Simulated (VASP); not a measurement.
# Settings for MgO: relaxation of the atoms

MgO, P1 (no. 1), 8 atoms in the cell. PBE, relaxation of the atoms; PAW potentials Mg, O (PBE set). VASP 6.6.1.

Wanted: energy within 1 meV/atom; two shortest distances of each atom within 0.01 Å.

POSCAR:
```
MgO
1.0
    3.4863778600      0.0000000000      0.0000000000
   -1.7431889300      3.0192918000      0.0000000000
    0.0000000000      0.0000000000      8.3560824400
Mg O
4 4
Direct
    0.3509170000      0.6761970000      0.1257410000
    0.3191130000      0.6781190000      0.6267020000
    0.6639530000      0.3373450000      0.3760240000
    0.6741270000      0.3246630000      0.8775340000
    0.3181180000      0.6536060000      0.3690040000
    0.3469790000      0.6582560000      0.8705770000
    0.6494670000      0.3181090000      0.1230690000
    0.6773260000      0.3537050000      0.6313480000
```

The series start from Force threshold EDIFFG (eV/Å): -0.02; Electronic threshold EDIFF (eV): 1e-6; Relaxation method: conjugate gradient, POTIM 0.5; Mixing and least electronic steps: default. Each series keeps the choices made before it, and each single choice may use up half of a tolerance.

## Force threshold EDIFFG (eV/Å)

| Force threshold EDIFFG (eV/Å) | Energy less reference (meV/atom) | Two shortest distances of each atom, largest deviation (Å) | Time (s) |
|---|---|---|---|
| -0.1 | 0.4 | 0.006 | 44 |
| -0.05 | 0.0 | 0.001 | 69 |
| -0.03 | 0.0 | 0.001 | 68 |
| -0.02 | 0.0 | 0.000 | 74 |
| -0.01 | 0.0 | 0.000 | 83 |
| -0.005 | 0.0 | 0.000 | 84 |
| -0.002 (reference) | 0.0 | 0.000 | 95 |

Chosen: -0.05, the loosest value from which every tighter one stays within half of the tolerance.

## Electronic threshold EDIFF (eV)

| Electronic threshold EDIFF (eV) | Energy less reference (meV/atom) | Two shortest distances of each atom, largest deviation (Å) | SCF iterations | Time (s) |
|---|---|---|---|---|
| 0.001 | 0.0 | 0.002 | 50 | 60 |
| 0.0001 | 0.0 | 0.000 | 57 | 63 |
| 1e-5 | 0.0 | 0.000 | 66 | 64 |
| 1e-6 | 0.0 | 0.000 | 79 | 69 |
| 1e-7 (reference) | 0.0 | 0.000 | 92 | 83 |

Chosen: 0.001.

## Relaxation method

| Relaxation method | Energy less reference (meV/atom) | Two shortest distances of each atom, largest deviation (Å) | SCF iterations | Time (s) |
|---|---|---|---|---|
| conjugate gradient, POTIM 0.5 | 0.0 | 0.000 | 50 | 60 |
| conjugate gradient, POTIM 0.2 | 0.0 | 0.001 | 41 | 54 |
| conjugate gradient, POTIM 1.0 | 0.0 | 0.001 | 47 | 62 |
| quasi-Newton, POTIM 0.5 | 0.1 | 0.000 | 27 | 33 |
| quasi-Newton, POTIM 0.3, 10 steps kept | 0.0 | 0.001 | 32 | 38 |
| quasi-Newton, POTIM 0.5, at least 5 electronic steps | 0.2 | 0.001 | 31 | 34 |
| damped dynamics, POTIM 0.2, SMASS 0.4 | 0.0 | 0.001 | 63 | 88 |
| damped dynamics, POTIM 0.4, SMASS 0.8 | 0.0 | 0.001 | 38 | 48 |
| velocity quench, POTIM 0.1 | 0.2 | 0.001 | 31 | 37 |

Chosen: quasi-Newton, POTIM 0.5, the fastest of those that stay within half of the tolerance.

## Mixing and least electronic steps

| Mixing and least electronic steps | Energy less reference (meV/atom) | Two shortest distances of each atom, largest deviation (Å) | SCF iterations | Time (s) |
|---|---|---|---|---|
| default | 0.0 | 0.000 | 27 | 33 |
| MAXMIX 40 | 0.0 | 0.001 | 27 | 34 |
| NELMIN 4 | 0.1 | 0.001 | 28 | 32 |
| NELMIN 4, MAXMIX 40 | 0.0 | 0.001 | 32 | 38 |
| ALGO Fast | 0.1 | 0.001 | 25 | 30 |

Chosen: default; no other choice that stays within half of the tolerance saves 30 % of the time.

## All choices together

| Input | Energy less reference (meV/atom) | Two shortest distances of each atom, largest deviation (Å) | Time (s) |
|---|---|---|---|
| program defaults (naive) | 0.0 | 0.002 | 50 |
| chosen settings | 0.1 | 0.002 | 33 |
| reference settings throughout | 0.0 | 0.000 | 133 |

The tolerance is met.

## The input

INCAR:
```
  PREC = Normal
  ENCUT = 500
  EDIFF = 0.001
  ISMEAR = 0
  SIGMA = 0.05
  LREAL = False
  LASPH = True
  NELM = 100
  ALGO = Normal
  LWAVE = False
  LCHARG = False
  IBRION = 1
  NSW = 150
  ISIF = 2
  EDIFFG = -0.05
  POTIM = 0.5
  KPAR = 8
```

KPOINTS:
```
k-points
0
Gamma
  5 5 2
```

Commands:
```
cat potpaw_PBE.64/Mg/POTCAR potpaw_PBE.64/O/POTCAR > POTCAR
mpirun -np 8 vasp_std > vasp.out
```

The naive input happens to agree within the tolerance here, in 50 s.

Limits: the start was distorted on purpose (atoms moved at random), so the space group given is the start's and not the crystal's.

The chosen input took VASP 6.6.1 33 s on 8 cores (Intel Xeon Platinum 8488C (Sapphire Rapids)), a shared host.

## An input that fails: ionic step far too long

VASP's message: internal error in: us.F  at line: 1398 internal ERROR SETYLM_AUG: -11 37 1429 29 -12 36 36 If you are not a developer, you should not encounter this problem. Please submit a bug report.

Changes against the starting input:
```
- NELM = 100
- IBRION = 2
- NSW = 150
- POTIM = 0.5
+ NELM = 60
+ IBRION = 3
+ NSW = 30
+ POTIM = 5.0
+ SMASS = 0.4
```
